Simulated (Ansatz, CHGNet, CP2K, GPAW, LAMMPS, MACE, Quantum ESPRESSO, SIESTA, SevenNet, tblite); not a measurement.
## Glassy Na2Si4O9 (90 atoms) in other programs, against a plane-wave reference

Wanted: errors and costs of other methods on glassy Na2Si4O9 (90 atoms). A plane-wave run serves as the reference.

Calculated with Quantum ESPRESSO 7.5; Kohn-Sham DFT, PBE, SSSP efficiency 1.3.0 pseudopotentials, plane waves.

## 1. Starting point

The cell holds 90 atoms: 12 Na, 54 O and 24 Si. Cell: a = 10.817 Å, b = 10.817 Å, c = 10.817 Å, α = 90.0°, β = 90.0°, γ = 90.0°. 90 atoms (12 Na, 54 O, 24 Si) placed at random at 2.38 g/cm³, melted at 4500 K for 20 ps at fixed volume with the Morse and Coulomb pair potential with partial charges (Pedone, Malavasi, Menziani, Cormack and Segre, J. Phys. Chem. B 110, 11780 (2006)). Quenched from 4500 K to 300 K at 10 K/ps and fixed volume, held 5 ps.

## 2. Plane-wave reference

pw.in reads:

```
&control
  calculation = 'scf'
  pseudo_dir = './pseudo'
  outdir = './tmp'
  disk_io = 'none'
  tprnfor = .true.
  tstress = .true.
/
&system
  ibrav = 0
  nat = 90
  ntyp = 3
  ecutwfc = 60
  ecutrho = 480
  nosym = .true.
  occupations = 'smearing'
  smearing = 'fd'
  degauss = 0.003675
/
&electrons
  conv_thr = 4.5e-07
  electron_maxstep = 100
  mixing_beta = 0.4
  mixing_mode = 'plain'
  diagonalization = 'david'
/
ATOMIC_SPECIES
Na 22.990 Na.upf
O 15.999 O.upf
Si 28.085 Si.upf
CELL_PARAMETERS angstrom
10.81660 0.00000 0.00000
0.00000 10.81660 0.00000
0.00000 0.00000 10.81660
ATOMIC_POSITIONS crystal
Na 0.40930 0.89040 0.16156
Na 0.54137 0.77923 0.96578
Na 0.46190 0.30950 0.69964
Na 0.53221 0.11486 0.44891
Na 0.55487 0.60050 0.42996
Na 0.56074 0.30989 0.00757
Na 0.87082 0.13334 0.22742
Na 0.63475 0.84169 0.38422
Na 0.65250 0.11980 0.22936
Na 0.83020 0.61887 0.56630
Na 0.95875 0.32004 0.54337
Na 0.68222 0.29736 0.69724
[... 74 atom lines left out ...]
Si 0.54616 0.01566 0.77952
Si 0.20552 0.11602 0.60886
Si 0.71743 0.58737 0.14257
Si 0.43132 0.57444 0.15248
K_POINTS gamma
```

Started as:

```bash
OMP_NUM_THREADS=1 mpirun -np 4 pw.x -in pw.in > output.txt
```

Log:

```text
Program PWSCF
     gamma-point specific algorithms are used
     one sub-group per band group will be used
     scalapack distributed-memory algorithm (size of sub-group:  2*  2 procs)
     Parallelization info
     sticks:   dense  smooth     PW     G-vecs:    dense   smooth      PW
     Min        3990    1996    500               379109   134096   16759
     Max        3992    1998    501               379116   134101   16764
     Sum       15965    7989   2001              1516451   536393   67043
     bravais-lattice index     =            0
     lattice parameter (alat)  =      20.4404  a.u.
     unit-cell volume          =    8540.2171 (a.u.)^3
     number of atoms/cell      =           90
     number of atomic types    =            3
[... lines left out ...]
     scf convergence threshold =      4.5E-07
[... lines left out ...]
     number of k points=     1  Fermi-Dirac smearing, width (Ry)=  0.0037
[... lines left out ...]
     total energy              =   -3671.02684043 Ry
[... lines left out ...]
     total energy              =   -3676.47784166 Ry
[... lines left out ...]
     total energy              =   -3676.53139536 Ry
[... lines left out ...]
     c_bands:  1 eigenvalues not converged
[... lines left out ...]
     total energy              =   -3676.56771502 Ry
[... lines left out ...]
     total energy              =   -3676.56772020 Ry
[... lines left out ...]
   -47.0506 -47.0270 -46.7604 -46.6995 -20.4996 -20.4225 -20.3868 -19.8759
   -19.6781 -19.5790 -19.5673 -19.5136 -19.4369 -19.4350 -19.4298 -19.4126
[...]
10.9419  10.9719  11.0620  11.0655  11.0870  11.1903  11.2316  11.2616
    11.3547  11.4021  11.4461  11.5002  11.5877  11.6156  11.6584  11.6757
    11.7671  11.8072  11.8500  11.9117  11.9935
     the Fermi energy is     4.8041 ev
!    total energy              =   -3676.56772232 Ry
     estimated scf accuracy    <       0.00000030 Ry
     smearing contrib. (-TS)   =      -0.00000000 Ry
     internal energy E=F+TS    =   -3676.56772232 Ry
     The total energy is F=E-TS. E is the sum of the following terms:
     one-electron contribution =   -2156.91266491 Ry
     hartree contribution      =    1327.19846081 Ry
     xc contribution           =    -733.99821342 Ry
     ewald contribution        =   -1599.93383582 Ry
     one-center paw contrib.   =    -512.92146898 Ry
     convergence has been achieved in  11 iterations
     Forces acting on atoms (cartesian axes, Ry/au):
     atom    1 type  1   force =    -0.03156088   -0.01868039   -0.00994718
     atom    2 type  1   force =     0.00714101   -0.00618542    0.00251248
     atom    3 type  1   force =    -0.03349508    0.00403316   -0.00600215
[...]
atom   89 type  3   force =    -0.12573664   -0.10144253   -0.03519045
     atom   90 type  3   force =     0.03742063   -0.02134078   -0.05604989
     Total force =     0.842412     Total SCF correction =     0.001238
     Computing stress (Cartesian axis) and pressure
          total   stress  (Ry/bohr**3)                   (kbar)     P=       52.27
   0.00044071  -0.00011791  -0.00015396           64.83      -17.35      -22.65
  -0.00011791   0.00033058  -0.00000936          -17.35       48.63       -1.38
  -0.00015396  -0.00000936   0.00029477          -22.65       -1.38       43.36
     Message from routine punch:
     Nothing written, as per user request (disk_io='none')
```

It took 2.7 min on 4 MPI ranks of Arm Neoverse V2, shared host; peak memory 4.1 GiB.

Banners, paths, timers and routine set-up lines are dropped from the logs unmarked, and long logs keep their key lines alone; longer cuts are marked.

Numbers from this run:

```
r.m.s. force component                           : 1.318 eV/Å
longest force                                    : 5.296 eV/Å
pressure                                         : 5.227 GPa
gap (highest filled to lowest empty level) : 2.733 eV
```

## 3. The other programs

The programs:
- CHGNet: machine-learned potential, published weights.
- CP2K 2026.2: Gaussian basis with GTH pseudopotentials and a plane-wave density; labels give functional, basis (MOLOPT sets; SR short-range, UZH the newer set with its own potentials), grid cutoff/relative cutoff and solver (OT: orbital transformation; TRS4, TC2, SIGN: linear-scaling purification with its sparsity filter), or its built-in tight binding.
- GPAW 26.7.0: PAW with atomic orbitals (LCAO), plane waves or a real-space grid of spacing h.
- MACE: machine-learned potential, published weights.
- Quantum ESPRESSO 7.5: plane waves; labels (QE) give functional, pseudopotential set and cutoffs of waves/density.
- SIESTA 5.4.2: numerical atomic orbitals, whose automatically made sets are far from complete, with PseudoDojo norm-conserving potentials that we converted to its format (checked against plane waves on the same files for H, C, O, Si, Ge and Ca alone); labels give functional, basis size, energy shift and mesh cutoff.
- SevenNet: machine-learned potential, published weights.
- tblite 0.8.0: extended tight binding, driven from Python.

All use the same cell and atoms; the electronic-structure runs use the same k-mesh, and an electronic temperature of 580 K (0.05 eV) where levels are smeared.

Differences are against the plane-wave reference, forces as r.m.s. over components; share is that over the reference's r.m.s. force, slope the least-squares factor from reference forces to these. Total energies of different programs have different zeros and aren't compared.

```tsv
run	Δ force, r.m.s. (meV/Å)	share (%)	slope	Δ pressure (GPa)	Δ gap (eV)	cores	CPU time	memory (GiB)
reference	-	-	-	-	-	4	11 min	4.1
CHGNet 0.3.0 potential	120	9.14	0.979	0.0801	-	1	3.1 s	1.2
CP2K PBE, DZVP-MOLOPT-SR, 1200/50 Ry, OT DIIS	145	11.0	0.976	-0.317	-0.151	1	9.6 min	3.9
CP2K PBE, DZVP-MOLOPT-SR, 840/50 Ry, OT DIIS (coarse)	163	12.4	0.976	-0.3	-0.157	2	8.8 min	2.8
GPAW PBE, LCAO dzp, h 0.18 Å	326	24.7	1.161	-	-0.136	1	4.1 min	1.9
GPAW PBE, LCAO szp(dzp), h 0.18 Å (coarse)	345	26.2	1.148	-	-0.359	1	2.9 min	1.8
GPAW RPBE, LCAO dzp, h 0.18 Å	386	29.3	1.192	-	-0.0304	1	4.5 min	1.9
MACE MP-0b2 small potential	97.2	7.38	0.971	-0.203	-	1	5.3 s	0.67
QE PBE+D3(BJ), sssp-1.3.0-efficiency, 60/480 Ry	8.93	0.677	1.000	-1.74	0	4	12 min	4.1
QE PBE, gbrv-1.5, 40/200 Ry	30.8	2.34	0.986	0.0227	0.0073	2	4.9 min	1.4
SIESTA PBE, DZP, shift 0.01 Ry, mesh 500 Ry	191	14.5	1.087	1.58	-0.171	2	5.1 min	2.2
SIESTA PBE, SZP, shift 0.01 Ry, mesh 500 Ry (coarse)	424	32.2	1.228	6.12	-0.254	2	4.1 min	2.0
SIESTA PBE, TZP, shift 0.01 Ry, mesh 500 Ry	135	10.2	1.066	0.388	-0.180	4	7.3 min	2.9
SevenNet l3i5 potential	52.5	3.98	0.988	-0.271	-	1	8.6 s	1.5
tblite GFN1-xTB	667	50.6	0.773	5.00	-	1	4.1 s	0.12
```

Rows marked coarse were listed beforehand as settings not expected to be converged; some can still land near the reference.

Times of the machine-learned potentials are mostly Python's start and the loading of weights.

CPU time is summed over cores on a shared host, where runs went side by side, so it is rough. Symmetry, cutoffs, thresholds, outputs and thread counts weren't matched or tuned between programs; memory under MPI is the largest rank's times the ranks.

Runs without a result: CP2K PBE, DZVP-MOLOPT-SR, 1200/50 Ry, SIGN filter 1e-03, SCF 1e-04 (ended with an error: KS energy is an abnormal value (NaN/Inf)).

Mean charges by element (e), by run and scheme:

```tsv
run	scheme	Na	O	Si
CP2K PBE, DZVP-MOLOPT-SR, 1200/50 Ry, OT DIIS	Mulliken	+0.82	-0.53	+0.79
CP2K PBE, DZVP-MOLOPT-SR, 1200/50 Ry, OT DIIS	Hirshfeld	+0.36	-0.31	+0.52
CP2K PBE, DZVP-MOLOPT-SR, 840/50 Ry, OT DIIS	Mulliken	+0.82	-0.53	+0.79
CP2K PBE, DZVP-MOLOPT-SR, 840/50 Ry, OT DIIS	Hirshfeld	+0.36	-0.31	+0.52
SIESTA PBE, DZP, shift 0.01 Ry, mesh 500 Ry	Hirshfeld	+0.30	-0.25	+0.40
SIESTA PBE, TZP, shift 0.01 Ry, mesh 500 Ry	Hirshfeld	+0.30	-0.26	+0.42
tblite GFN1-xTB	Mulliken	+0.35	-0.30	+0.51
```

Within one program, basis, potentials and functional, energies share a zero. Each run against its twin at the usual cutoff or grid and solver:

```tsv
run	twin	Δ energy (meV/atom)	Δ force, r.m.s. (meV/Å)	CPU time over the twin's
CP2K PBE, DZVP-MOLOPT-SR, 840/50 Ry, OT DIIS	DZVP-MOLOPT-SR, 1200/50 Ry, OT DIIS	-0.474	150	0.91 (this twin ran on 1 cores)
```

## 4. Summary of results

```
reference r.m.s. force component                       : 1.32 eV/Å
nearest in forces                                      : QE PBE+D3(BJ), sssp-1.3.0-efficiency, 60/480 Ry, 0.68 %
farthest in forces                                     : tblite GFN1-xTB, 51 %
cheapest electronic-structure run beside the reference : tblite GFN1-xTB, 4.1 s of CPU time
```

What this shows: PBE on plane waves or a grid with other potentials, cutoffs or grids, coarse settings apart, differs from the reference by 2.3 % (QE PBE, gbrv-1.5, 40/200 Ry) of the r.m.s. force; this holds the reference's own error, so differences of a few per cent don't tell which side is nearer the exact PBE result. The PBE runs in local orbitals, coarse settings apart, differ by 10 % (SIESTA PBE, TZP, shift 0.01 Ry, mesh 500 Ry) to 25 % (GPAW PBE, LCAO dzp, h 0.18 Å); basis, grid and potentials can all enter. Tight binding differs by 51 % (tblite GFN1-xTB); it is another model, with fitted parameters of its own, and the xTB methods hold dispersion. Machine-learned potentials differ by 4.0 % (SevenNet l3i5 potential) to 9.1 % (CHGNet 0.3.0 potential); they were trained on other programs' data. In the reference's own program, potentials and cutoffs, a change of model alone moves forces by 0.68 % (QE PBE+D3(BJ), sssp-1.3.0-efficiency, 60/480 Ry). Other rows with another functional or a dispersion term differ by 29 % (GPAW RPBE, LCAO dzp, h 0.18 Å), which mixes the change of model with differences of basis and potentials. Runs with settings chosen to be coarse differ by 12 % (CP2K PBE, DZVP-MOLOPT-SR, 840/50 Ry, OT DIIS) to 32 % (SIESTA PBE, SZP, shift 0.01 Ry, mesh 500 Ry), their programs' other errors included. Of the electronic-structure runs that take under half the reference's CPU time, QE PBE, gbrv-1.5, 40/200 Ry comes nearest, at 2.3 % in 4.9 min against 11 min. SIESTA PBE, SZP, shift 0.01 Ry, mesh 500 Ry stiffens the forces by a factor of 1.23 while following their directions (correlation 0.983); the slopes of the 3 SIESTA runs lie between 1.07 and 1.23. At the same functional, gaps differ from the reference's 2.73 eV by between -0.36 and +0.01 eV. In pressure, SIESTA PBE, SZP, shift 0.01 Ry, mesh 500 Ry misses by +6.1 GPa, at the same functional. Charges hang on model, scheme and program or settings: among these rows the mean for Na runs from +0.30 to +0.82 e. In the reference: filled and empty levels are parted by 2.73 eV (on the run's k-points); a semilocal functional tends to put such gaps too low. In a disordered cell it changes from sample to sample, and tail or defect levels can set it. Periodic xTB results under one method name differ between programs and library versions. The potentials hold different valence shells: 528 electrons in the reference, 504 in GPAW; this bears on time and differences. The reference's pressure holds the uncorrected Pulay stress of its 60 Ry basis, so small pressure differences, and their order, may be the reference's own error. Machine-learned potentials mimic data converged in k, so the reference's own k-point error enters their differences. The quench rate of 10 K/ps is many orders above laboratory rates, so the cell is likely richer in defects and strain than a real sample. The network of bonds at the start is that of the classical potential that made the cell, and needn't be the one that DFT or experiment would give. The electronic-structure runs sample only Γ, in a cell whose shortest periodic width is 11 Å.

[Also dropped from logs without a mark: logging warnings of Python, and SIESTA's first energy breakdown and zero terms.]

[Logs are printed without paths, hosts, clocks, repeated set-up lines and the standing remarks that a program may print on its own settings, such as how far it seeks lower states.]

[Hosts, paths, dates, database ids (printed as entryN), source tags and the programs' standing remarks are cut or masked in the printed files.]
